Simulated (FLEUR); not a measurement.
CoO:

```
CELL_PARAMETERS angstrom
3.19765 0.00000 0.00000
-1.59882 2.76924 0.00000
0.00000 0.00000 5.22871
ATOMIC_POSITIONS crystal
Co 0.33333 0.66667 0.50336
Co 0.00000 0.00000 0.00347
O 0.33333 0.66667 0.87156
O 0.00000 0.00000 0.37161
```

Measurements of this composition are mostly on another form, of space group No. 225.

Base run:

- Program: FLEUR MaX-R8.1 (later development tree)
- Functional: PBEsol
- Potentials or basis: all-electron
- Basis: FLAPW
- Kmax: 5.19 1/bohr
- k mesh: 8 × 8 × 4
- Occupations: fermi-dirac, width 0.05 eV
- Spin: collinear spin, ferromagnetic start
- Starting moments: [2.0, 2.0, 0.0, 0.0] μB
- Hubbard terms: Co d U = 4 eV

Its results: band gap on the k mesh 0.42 eV, direct; net moment 6.00 μB per cell; site moments Co +2.59; O +0.18 μB.

Task: The run is repeated on the same cell with these changes: hubbard terms from Co d U = 4 eV to Co d U = 0.0 eV. What comes out?

Result: Band gap on the k mesh none (metal or under the smearing width); net moment 5.80 μB per cell; site moments Co +2.41; O +0.31 μB.

A k mesh can miss the band edges.

Not every run made on this cell is shown here.
